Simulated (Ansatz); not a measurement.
**SiO2: response to strain**

SiO2 is deformed so: zz strain of -1 %. What stress and forces result, by LAPW, PAW and all-electron datasets made for the crystal?

Method: DFT PBEsol, scalar-relativistic, in Ansatz 0.2.0.

### Step 1. The starting structure

It takes space group P4_2/mnm (No. 136, tetragonal). The conventional cell has a = 4.180 Å, b = 4.180 Å, c = 2.668 Å, α = 90.00°, β = 90.00°, γ = 90.00°. Si (site symmetry mmm) is surrounded by 6 O at 1.76 to 1.81 Å. O (site symmetry m2m) is surrounded by 3 Si at 1.76 to 1.81 Å.

Structure file:

```
Si O
1.0
     4.18010    0.00000    0.00000
     0.00000    4.18010    0.00000
     0.00000    0.00000    2.66780
Si O
2 4
Direct
  0.00000 0.00000 0.00000
  0.50000 0.50000 0.50000
  0.30670 0.30670 0.00000
  0.19330 0.80670 0.50000
  0.69330 0.69330 0.00000
  0.80670 0.19330 0.50000
```

Atoms are numbered in the order of the input: Si1, Si2, O3, O4, O5, O6.

### Step 2. The deformed structure

Space group P4_2/mnm before, P4_2/mnm after.

### Step 3. Full-potential LAPW

The input, input.yaml:

```yaml
crystal:
  lattice:
    - [4.1801, 0.0, 0.0]
    - [0.0, 4.1801, 0.0]
    - [0.0, 0.0, 2.641122]
  atoms:
    - { symbol: Si, position: [0.0, 0.0, 0.0] }
    - { symbol: Si, position: [0.5, 0.5, 0.5] }
    - { symbol: O, position: [0.3067, 0.3067, 0.0] }
    - { symbol: O, position: [0.1933, 0.8067, 0.5] }
    - { symbol: O, position: [0.6933, 0.6933, 0.0] }
    - { symbol: O, position: [0.8067, 0.1933, 0.5] }
kpoints:
  mp_grid: { grid: [6, 6, 9] }
  band_path:
    path:
      - [0.0, 0.0, 0.0]
      - [0.0, 0.5, 0.0]
      - [0.5, 0.5, 0.0]
      - [0.0, 0.0, 0.0]
      - [0.0, 0.0, 0.5]
      - [0.0, 0.5, 0.5]
      - [0.5, 0.5, 0.5]
      - [0.0, 0.0, 0.5]
      - [0.0, 0.5, 0.0]
    npoints: 5
scf:
  occupations: { method: fermi_dirac, width: 0.03 }
hamiltonian:
  xc: pbesol
  pseudopotentials: { kind: all_electron, lapw: { basis_error: 0.001 } }
output:
  forces: true
  stress: true
  eigenvalues: true
```

Started as:

```sh
$ ansatz run input.yaml --threads 2 --pin off --max-ram 8192MiB --backend cpu --events-out ev --progress --plain --runs-dir out
```

### Step 4. PAW on the default files

The input, input.yaml:

```yaml
crystal:
  lattice:
    - [4.1801, 0.0, 0.0]
    - [0.0, 4.1801, 0.0]
    - [0.0, 0.0, 2.641122]
  atoms:
    - { symbol: Si, position: [0.0, 0.0, 0.0] }
    - { symbol: Si, position: [0.5, 0.5, 0.5] }
    - { symbol: O, position: [0.3067, 0.3067, 0.0] }
    - { symbol: O, position: [0.1933, 0.8067, 0.5] }
    - { symbol: O, position: [0.6933, 0.6933, 0.0] }
    - { symbol: O, position: [0.8067, 0.1933, 0.5] }
kpoints:
  mp_grid: { grid: [6, 6, 9] }
scf:
  occupations: { method: fermi_dirac, width: 0.03 }
hamiltonian:
  xc: pbesol
  pseudopotentials: { kind: paw }
output:
  forces: true
  stress: true
  eigenvalues: true
  efg: { contact_densities: true }
```

### Step 5. All-electron PAW on datasets made for the crystal

input.yaml, as its differences from that of step 4:

```diff
@@ -18,3 +18,3 @@
   xc: pbesol
-  pseudopotentials: { kind: paw }
+  pseudopotentials: { kind: all_electron, datasets: crystal }
 output:
```

(Steps that only read results are left out.)

What does the calculation give? Wanted: pressure; largest shear or deviatoric stress.

**Answer**, as computed:

| quantity | value |
| --- | --- |
| pressure | LAPW 7.84, PAW 7.88, crystal datasets 7.84 GPa |
| largest shear or deviatoric stress (LAPW) | 4.15 GPa |

What this shows: The largest part of the stress beyond the pressure is 4.15 GPa in size, in the zz component; the atoms are carried along and not relaxed. No run of the undeformed cell stands beside it, so the pressure holds what the given cell had before the change. PAW: stress within 0.05 GPa of LAPW, forces within 5 meV/Å. Crystal datasets: stress within 0.01 GPa of LAPW, forces within 1 meV/Å.
